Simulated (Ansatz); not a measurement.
Planning a run of Ansatz 0.2.0 on GaN (P6_3mc). The input:

```yaml
crystal:
  lattice:
    - [3.19, 0.0, 0.0]
    - [-1.595, 2.7626210381, 0.0]
    - [0.0, 0.0, 5.189]
  atoms:
    - { symbol: Ga, position: [0.6666666667, 0.3333333333, 0.0] }
    - { symbol: Ga, position: [0.3333333333, 0.6666666667, 0.5] }
    - { symbol: "N", position: [0.6666666667, 0.3333333333, 0.375] }
    - { symbol: "N", position: [0.3333333333, 0.6666666667, 0.875] }
kpoints:
  mp_grid: { grid: [9, 9, 4] }
hamiltonian:
  xc: pbe
  hubbard:
    projectors: ortho-atomic
    sites: [{ species: Ga, l: d, u_eff: 2.0 }]
  pseudopotentials: { kind: paw, azcp: { folder: soft_1 } }
scf:
  occupations: { method: fixed }
gw:
  n_empty_bands: 190
  ecut_chi: 150.0
  qp_bands: [v2, c2]
  qp_kpoints: band_edges
  screening: { model: contour_deformation }
```

The database entry behind the starting cell has ideal inner coordinates that were not refined, so it need not match the best structure at ambient conditions.

```sh
ansatz run input.yaml --threads 4 --pin off --max-ram 138240MiB --backend cuda --events-out ev --progress --plain --runs-dir out --devices 1 --max-vram 26GiB
```

**Question.** Estimate wall time and host memory on 1 × NVIDIA H100 80GB HBM3 (shared by 3 runs) with 4 threads of AMD EPYC 7R13 (Zen 3), shared host.

It took 27 s; on shared hardware allow 13 s to 54 s. Peak host memory was 1.5 GiB. The sizes that set the cost: 917 plane waves a state, 36 irreducible k points, 208 bands summed, 197 plane waves in the screening and 9 SCF cycles.

The screening grows as filled bands × empty bands × pairs of k points, times the square of the screening basis for the matrix.

[Paths, hosts, dates, memory and timing lines, banners, echoed tables and standing remarks are left out of the program output.]

[Logs are printed without paths, hosts, clocks, repeated set-up lines and the standing remarks that a program may print on its own settings, such as how far it seeks lower states.]

[Runs of the session that timed out or met a known fault of the program may be left out.]

[Cells called generated may have been cut or substituted from an entry of the Crystallography Open Database or the Materials Project.]

[Hosts, paths, dates, database ids (printed as entryN), source tags and the programs' standing remarks are cut or masked in the printed files.]
